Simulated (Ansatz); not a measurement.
# TiAl2: further runs on the relaxed cell

The task here is to estimate one member of a computed series from the others.

Program: Ansatz 0.2.0. Level of theory: DFT PBEsol, scalar-relativistic, plane waves, PAW. These are calculated values, not measurements.

2 further runs of the same task are left out: 2 set aside as unsound or not needed.

### Starting point

It takes space group Cmmm (No. 65, orthorhombic). The conventional cell has a = 3.901 Å, b = 12.053 Å, c = 3.972 Å, α = 90.00°, β = 90.00°, γ = 90.00°. Ti (site symmetry m2m) is surrounded by 10 Al at 2.71 to 2.86 Å and 2 Ti at 2.99 Å. Around Al (site symmetry mmm) lie 4 Ti at 2.71 Å and 8 Al at 2.78 to 2.88 Å. Around Al (site symmetry m2m) lie 6 Al at 2.69 to 2.88 Å and 6 Ti at 2.79 to 2.86 Å. Al (site symmetry mmm) is surrounded by 4 Ti at 2.74 Å and 8 Al at 2.78 to 2.85 Å.

Coordinates:

```cif
data_structure
_symmetry_space_group_name_H-M 'P 1'
_symmetry_Int_Tables_number 1
_cell_length_a 6.3340
_cell_length_b 6.3340
_cell_length_c 3.9724
_cell_angle_alpha 90.000
_cell_angle_beta 90.000
_cell_angle_gamma 144.133
_cell_volume 93.38
loop_
_atom_site_label
_atom_site_type_symbol
_atom_site_fract_x
_atom_site_fract_y
_atom_site_fract_z
_atom_site_occupancy
Ti1 Ti 0.65622 0.34378 0.00000 1
Ti2 Ti 0.34378 0.65622 0.00000 1
Al1 Al 0.00000 0.00000 0.00000 1
Al2 Al 0.82710 0.17290 0.50000 1
Al3 Al 0.17290 0.82710 0.50000 1
Al4 Al 0.50000 0.50000 0.50000 1
```

This cell was relaxed beforehand with the same method: volume 15.56 Å³/atom, gap on the mesh none (metal).

Set-up of the first run:

input.yaml

```yaml
crystal:
  lattice:
    - [1.9306322496, -5.9654010278, 0.0]
    - [1.9306322496, 5.9654010278, 0.0]
    - [0.0, 0.0, 3.9322967299]
  atoms:
    - { symbol: Ti, position: [0.6562199823, 0.3437800177, 0.0] }
    - { symbol: Ti, position: [0.3437800177, 0.6562199823, 0.0] }
    - { symbol: Al, position: [0.0, 0.0, 0.0] }
    - { symbol: Al, position: [0.8270962381, 0.1729037619, 0.5] }
    - { symbol: Al, position: [0.1729037619, 0.8270962381, 0.5] }
    - { symbol: Al, position: [0.5, 0.5, 0.5] }
basis:
  ecutwfc: 420
kpoints:
  mp_grid: { grid: [10, 10, 10] }
hamiltonian:
  xc: pbesol
scf:
  occupations: { method: gaussian, width: 0.1 }
output:
  forces: true
  stress: true
  eigenvalues: true
relax:
  adjacent_minimum: "off"
  f_tol: 0.01
  max_steps: 30
  cell: { stress_tol: 0.1, fix: [volume] }
```

Command:

```sh
$ ansatz run input.yaml --threads 1 --pin off --max-ram 2560MiB --backend cpu --events-out ev --progress --plain --runs-dir out
```

Among the steps run: Volume × 0.97; Volume × 1.03; Point at V/V0 = 0.94; The cell scaled to 1.06 of its volume; The cell scaled to 0.91 of its volume; Volume × 1.10; The cell scaled to 0.88 of its volume.

One table of the session follows, with a row left open; its other results are not shown here.

It belongs to the step «Equation of state». 

| volume (Å³/atom) | energy above the lowest point (meV/atom) | pressure (GPa) |
| --- | --- | --- |
| 13.695 | 99.0 | 18.89 |
| 14.162 | 52.7 | 13.05 |
| 14.629 | 22.2 | 8.03 |
| 15.096 | 5.3 | 3.71 |
| 15.563 | 0.0 | 0.00 |
| 16.030 | 4.8 | -3.19 |
| 16.497 | ? | ? |
| 17.119 | 47.5 | -9.01 |

Estimate the missing values for volume (Å³/atom) = 16.497.

Worked estimate for «energy above the lowest point (meV/atom)». A straight line through the neighbours (16.030, 4.8) and (17.119, 47.5) gives 4.8 + (47.5 − 4.8) × (16.497 − 16.030) / (17.119 − 16.030) = 23.1; a parabola fitted to 3 rows on both sides gives 17.7.

The run gave: energy above the lowest point (meV/atom): 18.2; pressure (GPa): -5.94. In «energy above the lowest point (meV/atom)» the line misses by +4.9 and the parabola by -0.5.
